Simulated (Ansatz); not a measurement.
# MnAs (P6_3/mmc) in Ansatz: notebook

Aim: see how the results for MnAs move with the level of theory and the settings. Levels: PBE, PBE+D3(BJ). Tasks: single point, relaxation of cell and atoms.

Everything below comes from runs of Ansatz 0.2.0. Logs are shortened: lines on timing, memory, paths and dates and some standing lists are left out, and cuts for length are marked.

**1. The crystal as given**

It takes space group P6_3/mmc (No. 194, hexagonal). The conventional cell has a = 3.710 Å, b = 3.710 Å, c = 5.691 Å, α = 90.00°, β = 90.00°, γ = 120.00°. As (site symmetry -6m2) is surrounded by 6 Mn at 2.57 Å. Mn (site symmetry -3m) is surrounded by 6 As at 2.57 Å and 2 Mn at 2.85 Å.

**2. Single point, PBE, collinear spin, ferromagnetic start**

input.yaml reads:

```yaml
crystal:
  lattice:
    - [3.71, 0.0, 0.0]
    - [-1.855, 3.212954248, 0.0]
    - [0.0, 0.0, 5.691]
  atoms:
    - { symbol: As, position: [0.6666666667, 0.3333333333, 0.75] }
    - { symbol: As, position: [0.3333333333, 0.6666666667, 0.25] }
    - { symbol: Mn, position: [0.0, 0.0, 0.5], spin: 4.0 }
    - { symbol: Mn, position: [0.0, 0.0, 0.0], spin: 4.0 }
hamiltonian:
  xc: pbe
  pseudopotentials: { kind: paw }
magnetization:
  spin_polarized: true
kpoints:
  mp_grid: { grid: [8, 8, 5] }
scf:
  occupations: { method: gaussian, width: 0.027 }
output:
  forces: true
  stress: true
  eigenvalues: true
```

Potentials or basis: Ansatz PAW.

On the command line:

```sh
$ ansatz run input.yaml --threads 2 --pin off --max-ram 5632MiB --backend cpu --events-out ev --progress --plain --runs-dir out
```

The program printed:

```text
Warning: RAYON_NUM_THREADS=2 ignored (pool sized by the plan → 2); use --threads N
Engine: ansatz 0.2.0, x86_64-unknown-linux-gnu
Pseudopotentials: kind: paw
Pseudopotential: As, paw, valence charge 15, recommended cutoff 420 eV (normal), As.paw.azcp
Pseudopotential: Mn, paw, valence charge 15, recommended cutoff 420 eV (normal), Mn.paw.azcp
Functional definition: PBE
  parameter kappa = 0.804
  parameter beta = 0.06672455060314922
  exchange = pbe_x(kappa = kappa, mu = beta*pi^2/3)
  correlation = pbe_c(beta = beta)
Crystal: 4 atoms, lattice volume = 67.837 Å³
Basis set: ecut = 420 eV, 1339 PW (Γ), exchange–correlation on 50×50×80 points (8 copies of the dense FFT grid, shifted against one another)
Bands: 41, of which v1, the nominal top of the filled ones, is band 30 counted from 1 (29 counted from 0)
Symmetry: 24 space group operations
Space group: P63/mmc (ITA 194), of the structure as read, at distance tolerance 4.1e-5 Å
Magnetic group: BNS 194.263 (UNI 1493), of the structure as read, at distance tolerance 4.1e-5 Å
k-points: 30 of 320
Non-local potential: As, projectors of the file, l = 0: 2, l = 1: 2, l = 2: 3, l = 3: 1
Non-local potential: Mn, projectors of the file, l = 0: 3, l = 1: 2, l = 2: 3, l = 3: 1
PAW form: soft (Blöchl's): semilocal exchange-correlation on the pseudo side does not see the compensation charge
PAW one-centre angular grid: As, 590 points (default); XC on 64 Gauss nodes
PAW one-centre angular grid: Mn, 590 points (default); XC on 64 Gauss nodes
Initial density: superposition of atomic densities (chi_scale 0.1, normalization cell)
Starting moments: Σ|m| = 8 μB on 2 of 4 sites
Initial wavefunctions: pseudopotential atomic-orbital guess
Functional: x = pbe(κ = 0.804, μ = 0.2195149727645171), c = pbe(β = 0.06672455060314922)
iter 1 solved again at ethr=8.23e-4 eV; its pass at ethr=3.10e-3 eV (dr2=4.94e-1 eV) is discarded
SCF iter   1: F=—  HF=-17509.922876 eV  |F-HF|=—  |Δ(HF+E_count)|=         —  Δρ=3.31e-2 (↑3.31e-2 ↓2.28e-2)  dr2=4.98e-1  dr2_m=3.68e-1  M=6.660 μB ∫|m|=7.217 μB  β_m=0.30  ethr=8.23e-4  ⟨swp⟩=1.2  Hψ=11292  notcnv=0
Mixer restart at iter 1: flushing history
preconditioner: auto → Kerker (q_TF=auto, 2.673 Å⁻¹)  [metal: Δε(μ)=0.024 eV  Ē_g=8.347 eV  σ=0.027 eV  W_gap=0.44  n_scr=22 (ndim 8)  ℏωp=22.1 eV  f_vac=0.000  D(μ)=1.56/eV (n_scr^D=8)]
spin=Collinear: Kerker preconditioning applied to the charge; magnetization (m = ρ↑ − ρ↓) channel mixes plain (no charge-response kernel on spin).
SCF iter   2: F=—  HF=-17509.934235 eV  |F-HF|=—  |Δ(HF+E_count)|=   1.14e-2  Δρ=2.02e-2 (↑1.60e-2 ↓2.02e-2)  dr2=2.28e-1  dr2_m=1.45e-1  M=6.642 μB ∫|m|=7.257 μB  β_m=0.48  ethr=8.23e-4  ⟨swp⟩=2.0  Hψ=3134  notcnv=0
SCF iter   3: F=—  HF=-17510.403151 eV  |F-HF|=—  |Δ(HF+E_count)|=         —  Δρ=1.95e-2 (↑8.16e-3 ↓1.95e-2)  dr2=3.25e-1  dr2_m=8.51e-2  M=6.377 μB ∫|m|=7.123 μB  β_m=0.48  ethr=3.81e-4  ⟨swp⟩=2.1  Hψ=3454  notcnv=0  defer=2
Mixer restart at iter 3: flushing history
SCF iter   4: F=—  HF=-17510.692559 eV  |F-HF|=—  |Δ(HF+E_count)|=   2.89e-1  Δρ=1.30e-2 (↑7.11e-3 ↓1.30e-2)  dr2=1.59e-1  dr2_m=4.76e-2  M=6.316 μB ∫|m|=7.063 μB  β_m=0.72  ethr=3.81e-4  ⟨swp⟩=2.1  Hψ=3559  notcnv=0  defer=173
SCF iter   5: F=—  HF=-17510.783631 eV  |F-HF|=—  |Δ(HF+E_count)|=   9.11e-2  Δρ=4.08e-3 (↑4.08e-3 ↓1.62e-3)  dr2=2.85e-2  dr2_m=2.01e-3  M=6.282 μB ∫|m|=7.024 μB  β_m=0.67  ethr=2.66e-4  ⟨swp⟩=2.1  Hψ=3590  notcnv=0  defer=192
SCF iter   6: F=—  HF=-17510.769184 eV  |F-HF|=—  |Δ(HF+E_count)|=   1.44e-2  Δρ=2.75e-3 (↑2.02e-3 ↓2.75e-3)  dr2=8.71e-3  dr2_m=5.05e-4  M=6.280 μB ∫|m|=7.006 μB  β_m=0.83  ethr=4.75e-5  ⟨swp⟩=2.8  Hψ=4411  notcnv=0  defer=212
SCF iter   7: F=—  HF=-17510.781124 eV  |F-HF|=—  |Δ(HF+E_count)|=   1.19e-2  Δρ=1.05e-3 (↑7.62e-4 ↓1.05e-3)  dr2=1.98e-3  dr2_m=5.34e-5  M=6.296 μB ∫|m|=7.029 μB  β_m=0.92  ethr=1.45e-5  ⟨swp⟩=2.0  Hψ=3912  notcnv=0  defer=217
SCF iter   8: F=—  HF=-17510.782426 eV  |F-HF|=—  |Δ(HF+E_count)|=   1.30e-3  Δρ=2.71e-4 (↑2.62e-4 ↓2.71e-4)  dr2=2.76e-4  dr2_m=1.76e-6  M=6.299 μB ∫|m|=7.038 μB  β_m=0.96  ethr=3.29e-6  ⟨swp⟩=2.0  Hψ=4465  notcnv=0  defer=217
SCF iter   9: F=—  HF=-17510.782473 eV  |F-HF|=—  |Δ(HF+E_count)|=   4.66e-5  Δρ=1.08e-4 (↑1.08e-4 ↓8.68e-5)  dr2=3.08e-5  dr2_m=2.51e-7  M=6.299 μB ∫|m|=7.038 μB  β_m=0.82  ethr=4.59e-7  ⟨swp⟩=2.0  Hψ=3425  notcnv=0  defer=217
SCF iter  10: F=—  HF=-17510.782464 eV  |F-HF|=—  |Δ(HF+E_count)|=   9.15e-6  Δρ=3.53e-5 (↑3.23e-5 ↓3.53e-5)  dr2=2.18e-6  dr2_m=1.74e-7  M=6.299 μB ∫|m|=7.038 μB  β_m=0.90  ethr=5.14e-8  ⟨swp⟩=2.0  Hψ=3774  notcnv=0  defer=217
SCF iter  11: F=—  HF=-17510.782467 eV  |F-HF|=—  |Δ(HF+E_count)|=   3.21e-6  Δρ=2.19e-5 (↑1.19e-5 ↓2.19e-5)  dr2=9.15e-7  dr2_m=2.65e-8  M=6.299 μB ∫|m|=7.037 μB  β_m=0.95  ethr=3.63e-9  ⟨swp⟩=2.0  Hψ=3764  notcnv=0  defer=217
SCF iter  12: F=—  HF=-17510.782467 eV  |F-HF|=—  |Δ(HF+E_count)|=   2.68e-7  Δρ=3.95e-6 (↑2.85e-6 ↓3.95e-6)  dr2=1.22e-8  dr2_m=3.69e-9  M=6.299 μB ∫|m|=7.037 μB  β_m=0.98  ethr=1.52e-9  ⟨swp⟩=2.0  Hψ=3155  notcnv=0  defer=217
SCF iter  13: F=—  HF=-17510.782467 eV  |F-HF|=—  |Δ(HF+E_count)|=   3.14e-8  Δρ=3.77e-6 (↑2.35e-6 ↓3.77e-6)  dr2=2.74e-8  dr2_m=4.23e-10  M=6.299 μB ∫|m|=7.037 μB  β_m=0.98  ethr=2.04e-11  ⟨swp⟩=2.0  Hψ=3752  notcnv=0  defer=217
SCF iter  14: F=-17510.782467 eV  HF=-17510.782467 eV  |F-HF|=1.03e-9  |Δ(HF+E_count)|=   3.52e-9  Δρ=8.51e-7 (↑4.48e-7 ↓8.51e-7)  dr2=1.34e-9  dr2_m=4.29e-11  M=6.299 μB ∫|m|=7.037 μB  ethr=2.04e-11  ⟨swp⟩=6.8  Hψ=8545  notcnv=0
SCF 1 converged in 14 iterations: F = -17510.782467 eV  dr2 = 1.34e-9
SCF converged after 14 iterations
Magnetization: 6.2992 μB (33.1496 up, 26.8504 down)
Absolute magnetization: 7.0351 μB (∫|ρ↑−ρ↓|, with the PAW one-centre terms)
Spin contamination: 0.2503 ħ² per cell (⟨S²⟩ above its minimum at these occupations)
Per-site moments (μB) at R_I (Å): [(-0.12071412966987176, 1.0607147667890535), (-0.1207141296698721, 1.0607147667890535), (3.1588971610458842, 1.0607147667890535), (3.1588971610458856, 1.0607147667890535)]
Free energy (F): -17510.782467 eV
Harris-Foulkes:  -17510.782467 eV  (|F-HF|=1.03e-9)
Internal energy: -17510.781582 eV  (E = F + TS)
E sigma→0 (E₀):  -17510.782025 eV
Entropy (-TS):   -0.000885 eV (-0.221 meV/atom)
Fermi energy:    13.305814 eV
--- Per-component energies (eV) ---
  E_band       = -915.530816
  E_kinetic    = 812.880938
  E_local      = -7129.918651  (includes V_loc(G=0)·N_el)
  E_nonlocal   = -847.765895
  E_hartree    = 3420.881361
  E_xc         = -384.104994
  E_vxc        = -447.387418  (∫ρ·V_xc dr)
  E_paw        = -6277.997472  (= ΣΔE_a)
  E_vpaw       = -145.104629  (= ΣTr[D̂ρ^β])
  E_aug_tail   = -0.000006  (compensation charges beyond the density's cutoff)
  E_ewald      = -7104.756863
  E_smearing   = -0.000885  (= −TS)
  E_closure    = 0.000000  (closes the sum)
  Σ components = -17510.782467   (vs F -17510.782467, Δ=0.00e0)
--- Forces (eV/Å), atoms counted from 1 ---
  atom   1  As    -0.00000000     0.00000000     0.00000000
  atom   2  As    -0.00000000    -0.00000000    -0.00000000
  atom   3  Mn    -0.00000000     0.00000000     0.00000000
  atom   4  Mn    -0.00000000    -0.00000000     0.00000000
  max |Σ_I F_I| component: 2.31e-18 eV/Å
--- Stress (GPa, compression-positive) ---
       -2.444755      -0.000000       0.000000
        0.000000      -2.444755      -0.000000
        0.000000      -0.000000      -5.360355
  P = ⅓ Tr σ = -3.4166 GPa (-34.166 kbar)
--- Band table (eV; the first three rows and the last of 60) ---
  k-point 0 ↑: bands = ["-67.8156", "-67.8069", "-36.6530", "-36.6530", "-36.6436", "-36.6436", "-36.4458", "-36.3481", "-22.4057", "-22.4057", "-22.3997", "-22.3997", "-22.3948", "-22.3938", "-22.3896", "-22.3896", "-22.3884", "-22.3884", "0.1014", "2.6413", "6.8091", "9.1008", "9.1008", "9.8448", "10.3343", "10.3343", "10.5558", "10.5558", "11.4364", "11.4364", "12.8110", "13.8411", "13.8411", "14.7708", "16.1353", "16.1353", "17.0957", "18.3025", "20.0644", "20.0644", "23.1507"]
  k-point 1 ↑: bands = ["-67.8148", "-67.8078", "-36.6521", "-36.6521", "-36.6445", "-36.6445", "-36.4365", "-36.3575", "-22.4052", "-22.4052", "-22.4003", "-22.4003", "-22.3947", "-22.3939", "-22.3894", "-22.3894", "-22.3885", "-22.3885", "0.2593", "2.2203", "7.4384", "9.2123", "9.2123", "9.8894", "10.3948", "10.3948", "10.4025", "10.4025", "11.2218", "11.2218", "12.5978", "13.8430", "14.2145", "14.2145", "16.0126", "16.0126", "17.4268", "19.0196", "20.0820", "20.0820", "21.9858"]
  k-point 2 ↑: bands = ["-67.8126", "-67.8099", "-36.6497", "-36.6497", "-36.6468", "-36.6468", "-36.4122", "-36.3820", "-22.4037", "-22.4037", "-22.4019", "-22.4019", "-22.3945", "-22.3941", "-22.3891", "-22.3891", "-22.3888", "-22.3888", "0.7188", "1.4257", "8.7488", "9.5287", "9.5287", "9.7458", "9.9799", "9.9799", "10.5937", "10.5937", "10.8772", "10.8772", "12.2472", "12.5338", "14.9544", "14.9544", "15.6174", "15.6174", "18.2646", "19.2075", "20.2743", "20.2743", "20.8772"]
  k-point 29 ↓: bands = ["-64.3444", "-64.3414", "-33.1914", "-33.1893", "-33.1876", "-33.1856", "-33.1461", "-33.1112", "-22.4235", "-22.4227", "-22.4227", "-22.4210", "-22.4154", "-22.4153", "-22.4091", "-22.4088", "-22.4080", "-22.4077", "2.4284", "2.4898", "8.0074", "8.2898", "9.0074", "9.5630", "10.9990", "11.0434", "13.5049", "13.7552", "13.9105", "14.1336", "14.3182", "14.4107", "14.7694", "14.9791", "16.8147", "17.1154", "19.2325", "19.9085", "20.2844", "21.6185", "22.4057"]
```

It took 4 s on 2 threads of Intel Xeon 6975P-C (Granite Rapids), shared host; peak memory 0.49 GiB.

Results:

- Free energy: -17510.7825 eV
- Pressure: -3.4 GPa
- Band gap on the k mesh: none (metal or under the smearing width)
- Net moment: 6.30 μB per cell
- Absolute moment: 7.04 μB per cell
- Site moments: As -0.12; Mn +3.16 μB

Levels at points of the mesh, in eV from the Fermi level:
Spin up:
```
            k point  band 31  band 32  band 33  band 34  band 35  band 36
 (0.00, 0.00, 0.00)    -0.49     0.54     0.54     1.46     2.83     2.83
(0.00, -0.50, 0.00)    -2.11    -1.91    -1.65    -0.58     1.03     3.12
```
Spin down:
| k point | band 24 | band 25 | band 26 | band 27 | band 28 | band 29 | band 30 | band 31 |
| --- | --- | --- | --- | --- | --- | --- | --- | --- |
| (0.00, 0.00, 0.00) | -1.17 | -0.13 | -0.13 | -0.01 | -0.01 | 0.49 | 0.49 | 1.28 |
| (0.00, -0.50, 0.00) | -3.16 | -2.73 | -2.07 | -1.33 | 0.64 | 0.74 | 0.77 | 0.83 |

Caveat: only a ferromagnetic start was run, and an antiferromagnetic order may lie lower in energy.

**3. Single point, PBE, collinear spin, ferromagnetic start**

input.yaml, as its differences from that of step 2:

```diff
@@ -18,3 +18,3 @@
 scf:
-  occupations: { method: gaussian, width: 0.027 }
+  occupations: { method: gaussian, width: 0.028 }
 output:
```

Potentials or basis: Ansatz PAW.

On the command line:

```sh
$ ansatz run input.yaml --threads 2 --pin off --max-ram 5632MiB --backend cpu --events-out ev --progress --plain --runs-dir out
```

It took 3.8 s on 2 threads of Intel Xeon 6975P-C (Granite Rapids), shared host; peak memory 0.5 GiB.

Results (log left out):

```
Free energy            : -17510.7825 eV
Pressure               : -3.4 GPa
Band gap on the k mesh : none (metal or under the smearing width)
Net moment             : 6.30 μB per cell
Absolute moment        : 7.04 μB per cell
Site moments           : As -0.12; Mn +3.16 μB
```

Stress tensor (GPa, compression positive):
```
-2.45  0.00  0.00
 0.00 -2.45  0.00
 0.00  0.00 -5.36
```

Levels at points of the mesh, in eV from the Fermi level:
Spin up:
```csv
k point,band 30,band 31,band 32,band 33,band 34,band 35,band 36,band 37
"(0.00, 0.00, 0.00)",-1.87,-0.50,0.54,0.54,1.46,2.83,2.83,3.79
"(0.00, -0.50, 0.00)",-2.13,-2.11,-1.91,-1.65,-0.58,1.03,3.12,4.71
```
Spin down:
```tsv
k point	band 25	band 26	band 27	band 28	band 29	band 30
(0.00, 0.00, 0.00)	-0.13	-0.13	-0.01	-0.01	0.49	0.49
(0.00, -0.50, 0.00)	-2.73	-2.07	-1.33	0.64	0.74	0.77
```

Caveat: only a ferromagnetic start was run, and an antiferromagnetic order may lie lower in energy.

**4. Relaxation of cell and atoms, PBE+D3(BJ), collinear spin, ferromagnetic start**

input.yaml, as its differences from that of step 3:

```diff
@@ -13,2 +13,3 @@
   pseudopotentials: { kind: paw }
+  dispersion: d3bj
 magnetization:
@@ -18,3 +19,3 @@
 scf:
-  occupations: { method: gaussian, width: 0.028 }
+  occupations: { method: fermi_dirac, width: 0.05 }
 output:
@@ -22,2 +23,5 @@
   stress: true
-  eigenvalues: true
+relax:
+  f_tol: 0.01
+  max_steps: 40
+  cell: { stress_tol: 0.05 }
```

Potentials or basis: Ansatz PAW.

On the command line:

```sh
$ ansatz run input.yaml --threads 2 --pin off --max-ram 5632MiB --backend cpu --events-out ev --progress --plain --runs-dir out
```

The program printed:

```text
Warning: RAYON_NUM_THREADS=2 ignored (pool sized by the plan → 2); use --threads N
[... 9 set-up lines as earlier in the session ...]
Crystal: 4 atoms, lattice volume = 67.837 Å³
Basis set: ecut = 420 eV, 1339 PW (Γ), exchange–correlation on 50×50×80 points (8 copies of the dense FFT grid, shifted against one another)
Bands: 41, of which v1, the nominal top of the filled ones, is band 30 counted from 1 (29 counted from 0)
[... 2 set-up lines as earlier in the session ...]
Magnetic group: BNS 194.263 (UNI 1493), of the structure as read, at distance tolerance 4.1e-5 Å
k-points: 30 of 320
[... 6 set-up lines as earlier in the session ...]
Starting moments: Σ|m| = 8 μB on 2 of 4 sites
[... 2 set-up lines as earlier in the session ...]
iter 1 solved again at ethr=7.60e-4 eV; its pass at ethr=3.10e-3 eV (dr2=4.56e-1 eV) is discarded
SCF iter   1: F=—  HF=-17511.193048 eV  |F-HF|=—  |Δ(HF+E_count)|=         —  Δρ=1.93e-2 (↑1.93e-2 ↓1.82e-2)  dr2=4.59e-1  dr2_m=1.02e-1  M=7.086 μB ∫|m|=7.711 μB  β_m=0.30  ethr=7.60e-4  ⟨swp⟩=1.4  Hψ=11162  notcnv=0
Mixer restart at iter 1: flushing history
[... 127 lines left out ...]
E sigma→0 (E₀):  -17512.471858 eV
Entropy (-TS):   -0.021858 eV (-5.464 meV/atom)
Fermi energy:    15.316039 eV
--- Per-component energies (eV) ---
  E_band       = -799.392404
  E_kinetic    = 822.915098
  E_local      = -6691.962282  (includes V_loc(G=0)·N_el)
  E_nonlocal   = -851.078889
  E_hartree    = 3258.290447
  E_xc         = -388.004240
  E_vxc        = -452.762594  (∫ρ·V_xc dr)
  E_paw        = -6276.577232  (= ΣΔE_a)
  E_vpaw       = -143.084524  (= ΣTr[D̂ρ^β])
  E_aug_tail   = -0.000001  (compensation charges beyond the density's cutoff)
  E_ewald      = -7384.371127
  E_disp       = -1.672703  (pairwise vdW)
  E_smearing   = -0.021858  (= −TS)
  E_closure    = 0.000000  (closes the sum)
  Σ components = -17512.482787   (vs F -17512.482787, Δ=0.00e0)
--- Forces (eV/Å), atoms counted from 1 ---
  atom   1  As     0.00000000    -0.00000000     0.00000000
  atom   2  As     0.00000000     0.00000000    -0.00000000
  atom   3  Mn     0.00000000     0.00000000     0.00000000
  atom   4  Mn     0.00000000     0.00000000     0.00000000
  max |Σ_I F_I| component: 2.31e-18 eV/Å
--- Stress (GPa, compression-positive) ---
       -0.009552      -0.000000       0.000000
       -0.000000      -0.009552      -0.000000
        0.000000      -0.000000       0.000429
  P = ⅓ Tr σ = -0.0062 GPa (-0.062 kbar)
--- Relaxed structure (6 steps of the walk, 6 accepted, 1 SCFs on fresh bases) ---
  F+E_penalty+E_count = -17512.48278684 eV   max|allowed force component| = 1.793e-17 eV/Å   (the final SCF, on the basis selected at the relaxed cell)
  cell:  # Å, volume = 60.3483 Å³
    - [3.5853581525746407, -4.379912069355207e-35, -1.4015718621936662e-33]
    - [-1.7926790762873204, 3.105011241795282, -4.8192163834249536e-18]
    - [-1.791631955928602e-33, -8.536119197766912e-18, 5.420876731591058]
  atoms:
    - { symbol: As, position: [0.6666666666666667, 0.3333333333333333, 0.75] }
    - { symbol: As, position: [0.3333333333333333, 0.6666666666666667, 0.25] }
    - { symbol: Mn, position: [-9.62964972193618e-35, -1.925929944387236e-34, 0.5] }
    - { symbol: Mn, position: [-2.8494178390857466e-34, -2.384047223778036e-34, -1.1016171506563932e-38] }
```

Wall time 20 s (2 threads of Intel Xeon 6975P-C (Granite Rapids), shared host); peak memory 0.5 GiB.

Results:

| Item | Value |
| --- | --- |
| Free energy | -17512.4828 eV |
| Relaxed volume | 15.09 Å³/atom |
| Relaxed cell | a = 3.585 Å, b = 3.585 Å, c = 5.421 Å, α = 90.00°, β = 90.00°, γ = 120.00° |
| Space group after relaxing (to 0.05 Å) | P6_3/mmc (No. 194) |
| Energy gained by relaxing | 51.5 meV/atom |
| Ionic steps | 7 |
| Pressure after relaxing | 0.0 GPa |
| Net moment | 5.20 μB per cell |
| Absolute moment | 5.81 μB per cell |
| Site moments | As -0.09; Mn +2.59 μB |

Step by step:
```tsv
step	energy change (eV)	largest force (eV/Å)	volume (Å³)
1	0.0000	0.0000	67.84
2	-0.1657	0.0000	63.35
3	-0.1898	0.0000	58.38
4	-0.2075	0.0000	60.47
5	-0.2079	0.0000	60.31
6	-0.2080	0.0000	60.35
7	-0.2060	0.0000	60.35
```

Final structure:
```yaml
crystal:
  lattice:
    - [3.58536, 0.00000, 0.00000]
    - [-1.79268, 3.10501, 0.00000]
    - [0.00000, 0.00000, 5.42088]
  atoms:
    - { symbol: As, position: [0.66667, 0.33333, 0.75000] }
    - { symbol: As, position: [0.33333, 0.66667, 0.25000] }
    - { symbol: Mn, position: [0.00000, 0.00000, 0.50000] }
    - { symbol: Mn, position: [0.00000, 0.00000, 0.00000] }
```

Caveat: the plane-wave basis is chosen anew once the cell has moved, so the energies of steps on either side of that aren't comparable; the volume moved by -11 % from the deposited cell, more than functionals usually miss; only a ferromagnetic start was run, and an antiferromagnetic order may lie lower in energy.

**5. Summary**

```csv
task,level,cell,smearing,gap on the mesh (eV),pressure (GPa),moment (μB)
single point,PBE,as given,gaussian 0.027 eV,none,-3.4,6.30
single point,PBE,as given,gaussian 0.028 eV,none,-3.4,6.30
relaxation of cell and atoms,PBE+D3(BJ),relaxed,fermi-dirac 0.05 eV,-,0.0,5.20
```

Alike in all rows: potentials or basis Ansatz PAW; spin collinear, ferromagnetic start; k mesh 8 × 8 × 5; cutoff (eV) 420.

Caveats: only a ferromagnetic start was run, and an antiferromagnetic order may lie lower in energy; the plane-wave basis is chosen anew once the cell has moved, so the energies of steps on either side of that aren't comparable (some runs); the volume moved by -11 % from the deposited cell, more than functionals usually miss (some runs).

Absolute energies hang on the potentials; compare differences alone.
